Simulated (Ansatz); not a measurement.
**Residual resistivity of an alloy: Ir(111) with 4 layers of random Ir-Pt, 2x2**

Wanted: resistance against the alloy's length, first Ir(111) with 4 layers of random Ir-Pt, 2x2.

Program: Ansatz 0.2.0. Level of theory: Ansatz plane-wave DFT, PBE, PAW files; ballistic transport by layer matching (Landauer), zero bias; PAW set soft_1. Results are calculated unless marked as measured.

Most raw output is cut from this account.

**1. Set-up**

The cell holds 40 atoms: 28 Ir and 12 Pt. Cell: a = 5.430 Å, b = 5.430 Å, c = 22.222 Å, α = 93.5°, β = 86.5°, γ = 120.0°. It derives from Ir. Regions: lead, 24 atoms (24 Ir); scattering region, 16 atoms (12 Pt and 4 Ir). The structure is stacked along c, and the current runs across the ab planes.

**2. With 4 alloy layers**

In 4 layers a share of 0.75 of the sites is given to Pt at random. The layers about the cell's end stay perfect and serve as the lead. Disorder leaves little or no symmetry, which makes such runs dear. Energies from -0.05 to 0.05 eV in steps of 0.05 eV are too few for the program's thermal sum, so it prints no conductance; for a metal the transmission near the Fermi level serves, at a fraction of the cost.

input.yaml

```yaml
crystal:
  lattice:
    - [5.4297315514, 0.0, 0.0]
    - [-2.7148657757, 4.7022854592, 0.0]
    - [1.3574328878, -0.7837142432, 22.1667862353]
  atoms:
    - { symbol: Ir, position: [0.9916666667, 0.0083333333, 0.05] }
    - { symbol: Ir, position: [0.9916666667, 0.5083333333, 0.05] }
    - { symbol: Ir, position: [0.4916666667, 0.0083333333, 0.05] }
    - { symbol: Ir, position: [0.4916666667, 0.5083333333, 0.05] }
    - { symbol: Ir, position: [0.1416666667, 0.3583333333, 0.15] }
    - { symbol: Ir, position: [0.1416666667, 0.8583333333, 0.15] }
    - { symbol: Ir, position: [0.6416666667, 0.3583333333, 0.15] }
    - { symbol: Ir, position: [0.6416666667, 0.8583333333, 0.15] }
[... 28 atom lines left out ...]
    - { symbol: Ir, position: [0.8416666667, 0.1583333333, 0.95] }
    - { symbol: Ir, position: [0.8416666667, 0.6583333333, 0.95] }
    - { symbol: Ir, position: [0.3416666667, 0.1583333333, 0.95] }
    - { symbol: Ir, position: [0.3416666667, 0.6583333333, 0.95] }
kpoints:
  mp_grid: { grid: [5, 5, 1] }
hamiltonian:
  xc: pbe
  pseudopotentials: { kind: paw, azcp: { folder: soft_1 } }
scf:
  occupations: { method: fermi_dirac, width: 0.1 }
output:
  transmission:
    leads: [[0, 4]]
    kmesh: [10, 10]
    e_range: [-0.05, 0.05]
    de: 0.05
  write_potential: true
  write_density: true
  volumetric_format: npy
```

Started as:

```
$ ansatz run input.yaml --threads 4 --pin off --max-ram 15360MiB --backend cpu --events-out ev --progress --plain --runs-dir out
```

Elapsed: 6.1 min, on 4 threads of Arm Neoverse V2, shared host; peak memory 4.8 GiB; 23 min of CPU time.

Numbers from this step:

```yaml
free_energy: -484525.5450 eV
energy_at_zero_smearing: -484524.8268 eV
fermi_energy: 25.75 eV
cell_area: 25.53 Å²
transmission_per_spin_nearest_the_fermi_level: 3.629
open_channels_per_spin_nearest_the_fermi_level: 5.98
step_of_the_lead_s_potential: 18.3 meV
```

Per spin. Table of transmission, zone mean by energy, zero at the Fermi level:

| energy (eV) | transmission, zone mean |
| --- | --- |
| -0.0500 | 3.72 |
| 0.0000 | 3.63 |
| 0.0500 | 3.65 |

Per spin. Table of open channels, zone mean, lead by energy, zero at the Fermi level:

| energy (eV) | open channels, zone mean, lead |
| --- | --- |
| -0.0500 | 5.9 |
| 0.0000 | 5.98 |
| 0.0500 | 6.26 |

Transmission over k1 and k2. At 0.0000 eV from the Fermi level.

Ten even steps from '0' (2.07) to '9' (5.10):
```
5643577604
1445675300
2353145436
7561991557
8774999477
7755199165
2634541353
1003576544
5406775346
6512787215
```
Columns: k1 (b1) from -0.5 to 0.4; rows upwards: k2 (b2) from -0.5 to 0.4.

Open channels over k1 and k2. At 0.0000 eV from the Fermi level.

Ten even steps from '0' (5.00) to '9' (8.00):
```
3333333333
0336633033
0360003303
3360990333
3330999033
3333099063
0303300063
0330336633
3333333333
3300333003
```
Columns: k1 (b1) from -0.5 to 0.4; rows upwards: k2 (b2) from -0.5 to 0.4.

Over the solved energies the transmission per spin lies between 3.63 and 3.72, out of 6.05 channels of the lead on average (up to 6.26).

**3. With 8 alloy layers**

In 8 layers a share of 0.75 of the sites is given to Pt at random. A fresh draw is used; the growth of the resistance with length is what counts.

System of this step: Ir(111) with 8 layers of random Ir-Pt, 2x2. The cell holds 56 atoms: 32 Ir and 24 Pt. Its edges and angles: a = 5.430 Å, b = 5.430 Å, c = 31.073 Å, α = 87.5°, β = 92.5°, γ = 120.0°. It derives from Ir. Regions: lead, 24 atoms (24 Ir); scattering region, 32 atoms (8 Ir and 24 Pt). The structure is stacked along c, and the current runs across the ab planes.

input.yaml

```yaml
crystal:
  lattice:
    - [5.4297315514, 0.0, 0.0]
    - [-2.7148657757, 4.7022854592, 0.0]
    - [-1.3574328878, 0.7837142432, 31.0335007294]
  atoms:
    - { symbol: Ir, position: [0.005952381, 0.994047619, 0.0357142857] }
    - { symbol: Ir, position: [0.005952381, 0.494047619, 0.0357142857] }
    - { symbol: Ir, position: [0.505952381, 0.994047619, 0.0357142857] }
    - { symbol: Ir, position: [0.505952381, 0.494047619, 0.0357142857] }
    - { symbol: Ir, position: [0.1845238095, 0.3154761905, 0.1071428571] }
    - { symbol: Ir, position: [0.1845238095, 0.8154761905, 0.1071428571] }
    - { symbol: Ir, position: [0.6845238095, 0.3154761905, 0.1071428571] }
    - { symbol: Ir, position: [0.6845238095, 0.8154761905, 0.1071428571] }
[... 44 atom lines left out ...]
    - { symbol: Ir, position: [0.3273809524, 0.1726190476, 0.9642857143] }
    - { symbol: Ir, position: [0.3273809524, 0.6726190476, 0.9642857143] }
    - { symbol: Ir, position: [0.8273809524, 0.1726190476, 0.9642857143] }
    - { symbol: Ir, position: [0.8273809524, 0.6726190476, 0.9642857143] }
kpoints:
  mp_grid: { grid: [5, 5, 1] }
hamiltonian:
  xc: pbe
  pseudopotentials: { kind: paw, azcp: { folder: soft_1 } }
scf:
  occupations: { method: fermi_dirac, width: 0.1 }
output:
  transmission:
    leads: [[0, 4]]
    kmesh: [10, 10]
    e_range: [-0.05, 0.05]
    de: 0.05
  write_potential: true
  write_density: true
  volumetric_format: npy
```

The job ended after 14 min (4 threads; peak memory 9 GiB; 52 min of CPU time).

Numbers from this step:

* free energy: -682567.2983 eV
* energy at zero smearing: -682566.2115 eV
* Fermi energy: 25.70 eV
* transmission per spin nearest the Fermi level: 3.103
* open channels per spin nearest the Fermi level: 5.78
* step of the lead's potential: 19.5 meV

Per spin. The transmission, zone mean by energy, zero at the Fermi level:

| energy (eV) | transmission, zone mean |
| --- | --- |
| -0.0500 | 3.18 |
| 0.0000 | 3.10 |
| 0.0500 | 3.12 |

Over the solved energies the transmission per spin lies between 3.10 and 3.18, out of 5.94 channels of the lead on average (up to 6.14).

**4. With 12 alloy layers**

In 12 layers a share of 0.75 of the sites is given to Pt at random. A fresh draw is used; the growth of the resistance with length is what counts.

System of this step: Ir(111) with 12 layers of random Ir-Pt, 2x2. The cell holds 72 atoms: 36 Ir and 36 Pt. Its edges and angles: a = 5.430 Å, b = 5.430 Å, c = 39.900 Å, α = 90.0°, β = 90.0°, γ = 120.0°. It derives from Ir. Regions: lead, 24 atoms (24 Ir); scattering region, 48 atoms (36 Pt and 12 Ir). The structure is stacked along c, and the current runs across the ab planes.

input.yaml

```yaml
crystal:
  lattice:
    - [5.4297315514, 0.0, 0.0]
    - [-2.7148657757, 4.7022854592, 0.0]
    - [0.0, 0.0, 39.9002152235]
  atoms:
    - { symbol: Ir, position: [0.0, 0.0, 0.0277777778] }
    - { symbol: Ir, position: [0.0, 0.5, 0.0277777778] }
    - { symbol: Ir, position: [0.5, 0.0, 0.0277777778] }
    - { symbol: Ir, position: [0.5, 0.5, 0.0277777778] }
    - { symbol: Ir, position: [0.1666666667, 0.3333333333, 0.0833333333] }
    - { symbol: Ir, position: [0.1666666667, 0.8333333333, 0.0833333333] }
    - { symbol: Ir, position: [0.6666666667, 0.3333333333, 0.0833333333] }
    - { symbol: Ir, position: [0.6666666667, 0.8333333333, 0.0833333333] }
[... 60 atom lines left out ...]
    - { symbol: Ir, position: [0.3333333333, 0.1666666667, 0.9722222222] }
    - { symbol: Ir, position: [0.3333333333, 0.6666666667, 0.9722222222] }
    - { symbol: Ir, position: [0.8333333333, 0.1666666667, 0.9722222222] }
    - { symbol: Ir, position: [0.8333333333, 0.6666666667, 0.9722222222] }
kpoints:
  mp_grid: { grid: [5, 5, 1] }
hamiltonian:
  xc: pbe
  pseudopotentials: { kind: paw, azcp: { folder: soft_1 } }
scf:
  occupations: { method: fermi_dirac, width: 0.1 }
output:
  transmission:
    leads: [[0, 4]]
    kmesh: [10, 10]
    e_range: [-0.05, 0.05]
    de: 0.05
  write_potential: true
  write_density: true
  volumetric_format: npy
```

Wall time 23 min (4 threads); peak memory 7.8 GiB; 88 min of CPU time.

Numbers from this step:

| Property | Result |
| --- | --- |
| free energy | -880609.0416 eV |
| energy at zero smearing | -880607.5657 eV |
| Fermi energy | 25.68 eV |
| transmission per spin nearest the Fermi level | 2.763 |
| step of the lead's potential | 18.8 meV |

Per spin. Transmission, zone mean against energy, zero at the Fermi level:

| energy (eV) | transmission, zone mean |
| --- | --- |
| -0.0500 | 2.79 |
| 0.0000 | 2.76 |
| 0.0500 | 2.80 |

Over the solved energies the transmission per spin lies between 2.76 and 2.80, out of 5.94 channels of the lead on average (up to 6.14).

**5. The fit**

This step: Ansatz plane-wave DFT, PBE, PAW files; ballistic transport by layer matching (Landauer), zero bias; residual resistivity from the slope of the area resistance, atoms on the host's lattice; PAW set soft_1 (Ansatz 0.2.0).

This step gave:

```
resistivity           : 15.52 µΩ cm
intercept             : 0.2181 fΩ m²
scatter about the fit : 0.002400 fΩ m²
```

Resistance, by row:

| run | length (Å) | T | channels N | RA (fΩ m²) |
| --- | --- | --- | --- | --- |
| n4 | 8.867 | 3.665 | 6.047 | 0.354 |
| n8 | 17.73 | 3.134 | 5.94 | 0.4967 |
| n12 | 26.6 | 2.783 | 5.94 | 0.6293 |

Table of area resistance by length of the alloy:

| length of the alloy (Å) | area resistance (fΩ m²) |
| --- | --- |
| 8.87 | 0.354 |
| 17.73 | 0.497 |
| 26.60 | 0.629 |

The area resistance goes from 0.35 to 0.63 fΩ m² between 8.9 and 26.6 Å, a slope of 16 µΩ cm.

By hand from the end points: (0.6293 − 0.3540) fΩ m² / (26.60 − 8.87) Å = 16 µΩ cm, since 1 fΩ m² per Å is 1000 µΩ cm.

**6. Outcome**

```yaml
resistivity_from_the_slope: 15.5 µΩ cm
area_resistance_over_8p87_a: 0.354 fΩ m²
area_resistance_over_17p7_a: 0.497 fΩ m²
area_resistance_over_26p6_a: 0.629 fΩ m²
```

In words: The slope gives 16 µΩ cm. The points scatter by 0.0024 fΩ m² about the line, with one random draw a length in a 2x2 cell, so the slope is a rough value. The lead's own channel count moves between the runs (6.05, 5.94 and 5.94), which shifts RA and the slope too. Read with a model of isotropic scattering on a spherical Fermi surface and the lead's 1.8×10¹⁵ S/m², this slope means a mean free path near 27 Å (a rough figure, since the alloy's own channel count differs); over these lengths the model's slope is 1.04 times its bulk resistivity, which would be 15 µΩ cm. The atoms sit on the host's lattice, so scattering by size misfit is left out. Spin-orbit coupling is left out, which matters for Ir and Pt.

[Logs are printed without paths, hosts, clocks, repeated set-up lines and the standing remarks that a program may print on its own settings, such as how far it seeks lower states.]

[Hosts, paths, dates, database ids (printed as entryN), source tags and the programs' standing remarks are cut or masked in the printed files.]
